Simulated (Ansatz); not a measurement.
**Moving the functional in NiO2**

```xyz
3
Lattice="2.7988 0.0000 0.0000 -1.3994 2.4238 0.0000 0.0000 0.0000 4.6183" Properties=species:S:1:pos:R:3 pbc="T T T"
Ni    0.0000    0.0000    2.3091
O     0.0000    1.6159    1.3576
O     1.3994    0.8079    3.2607
```

The cell comes from a database or a generator and needn't be the stable form of this composition.

Kept alike: task band structure; k mesh 11 × 11 × 6; occupations fermi-dirac, width 0.05 eV; collinear spin, ferromagnetic start. Program: Ansatz, Ansatz PAW. Cutoffs run from 420 to 500 eV. The mesh is that of the run's cell of 3 atoms. No spin-orbit coupling.

```csv
functional,band gap (eV),pressure (GPa)
LDA,0.815,-11.29
PBEsol,0.888,-4.59
r2SCAN,1.388,-5.43
```

Pressure is positive in compression, with a Pulay correction for the finite cutoff. The moments vanished: the runs ended non-magnetic. Gaps are the smaller of the mesh's and the band path's. All rows use potentials made for PBE.

The band gap runs from 0.815 (LDA) to 1.388 eV (r2SCAN). The pressure runs from -11.29 (LDA) to -4.59 GPa (PBEsol). A positive pressure means that the functional's own cell is larger than the one given, a negative one that it is smaller.
